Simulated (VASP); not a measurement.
Write the native input for VASP 6.6.1 that does the following.

```
Task                               : band structure
Functional                         : HF
Potentials or basis                : VASP PAW PBE potentials, release 64 (Zn, S)
Cutoff                             : 520 eV
k mesh                             : 5 × 5 × 5
Occupations                        : fermi-dirac, width 0.05 eV
Spin                               : no spin polarisation
Grid for exact exchange (PRECFOCK) : Fast
Exchange at q = 0                  : truncated
Further INCAR settings             : ALGO = Normal; EDIFF = 1e-06; NBANDS = 16
```

Crystal: ZnS.

```
Zn S
1.0
     0.00000    2.70200    2.70200
     2.70200    0.00000    2.70200
     2.70200    2.70200    0.00000
Zn S
1 1
Direct
  0.75000 0.75000 0.75000
  0.00000 0.00000 0.00000
```

These files were run (other wordings do the same):

POSCAR

```
ZnS
1.0
    0.0000000000      2.7020000000      2.7020000000
    2.7020000000      0.0000000000      2.7020000000
    2.7020000000      2.7020000000      0.0000000000
Zn S
1 1
Direct
    0.7500000000      0.7500000000      0.7500000000
    0.0000000000      0.0000000000      0.0000000000
```

INCAR.step1

```
SYSTEM = ZnS
ALGO     = Normal         ! electronic algorithm
EDIFF    = 1E-5           ! SCF threshold, eV
ENCUT    = 520            ! plane-wave cutoff, eV
GGA      = PE             ! functional
ISIF     = 2              ! what is computed and relaxed
ISMEAR   = -1             ! smearing method
LASPH    = .True.         ! aspherical terms in the spheres
LCHARG   = .False.        ! write CHGCAR
LREAL    = .False.        ! projectors in reciprocal space
LWAVE    = .True.         ! write WAVECAR
NBANDS   = 16             ! bands
NELM     = 100            ! most SCF steps
PREC     = Accurate       ! precision mode
SIGMA    = 0.05           ! smearing width, eV
```

INCAR.step2

```
SYSTEM = ZnS
AEXX     = 1.0            ! exact-exchange fraction
AGGAC    = 0.0          
ALDAC    = 0.0          
ALGO     = Normal         ! electronic algorithm
EDIFF    = 1E-6           ! SCF threshold, eV
ENCUT    = 520            ! plane-wave cutoff, eV
GGA      = PE             ! functional
HFRCUT   = -1           
ISIF     = 2              ! what is computed and relaxed
ISMEAR   = -1             ! smearing method
ISTART   = 1            
LASPH    = .True.         ! aspherical terms in the spheres
LCHARG   = .False.        ! write CHGCAR
LHFCALC  = .True.         ! exact exchange
LREAL    = .False.        ! projectors in reciprocal space
LWAVE    = .False.        ! write WAVECAR
NBANDS   = 16             ! bands
NELM     = 100            ! most SCF steps
PREC     = Accurate       ! precision mode
PRECFOCK = Fast         
SIGMA    = 0.05           ! smearing width, eV
```

KPOINTS

```
k-points
0
Gamma
  5 5 5
  0 0 0
```

KPOINTS_OPT

```
path GXWKGLUWLK,UX
8
line-mode
reciprocal
 0.0000000000  0.0000000000  0.0000000000  G
 0.5000000000  0.0000000000  0.5000000000  X

 0.5000000000  0.0000000000  0.5000000000  X
 0.5000000000  0.2500000000  0.7500000000  W

 0.5000000000  0.2500000000  0.7500000000  W
 0.3750000000  0.3750000000  0.7500000000  K

 0.3750000000  0.3750000000  0.7500000000  K
 0.0000000000  0.0000000000  0.0000000000  G

 0.0000000000  0.0000000000  0.0000000000  G
 0.5000000000  0.5000000000  0.5000000000  L

 0.5000000000  0.5000000000  0.5000000000  L
 0.6250000000  0.2500000000  0.6250000000  U

 0.6250000000  0.2500000000  0.6250000000  U
 0.5000000000  0.2500000000  0.7500000000  W

 0.5000000000  0.2500000000  0.7500000000  W
 0.5000000000  0.5000000000  0.5000000000  L

 0.5000000000  0.5000000000  0.5000000000  L
 0.3750000000  0.3750000000  0.7500000000  K

 0.6250000000  0.2500000000  0.6250000000  U
 0.5000000000  0.0000000000  0.5000000000  X
```

Potentials or basis: VASP PAW PBE potentials, release 64 (Zn, S).

Command:

```bash
$ cat potpaw_PBE.64/Zn/POTCAR potpaw_PBE.64/S/POTCAR > POTCAR
$ cp INCAR.step1 INCAR
$ mpirun -np 1 vasp_std > vasp.out
$ cp INCAR.step2 INCAR
$ mpirun -np 1 vasp_std > vasp.out
```

It gave:

* Pressure: 8.2 GPa
* Band gap on the k mesh: 10.23 eV, direct
* Band gap along the path: 10.23 eV, direct

Caveat: the PAW data sets were made with another functional, which shifts forces and pressure a little.

Wall time 13 min on 1 thread of Intel(R) Xeon(R) 6975P-C (Granite Rapids), on a shared host, peak memory 0.21 GiB.
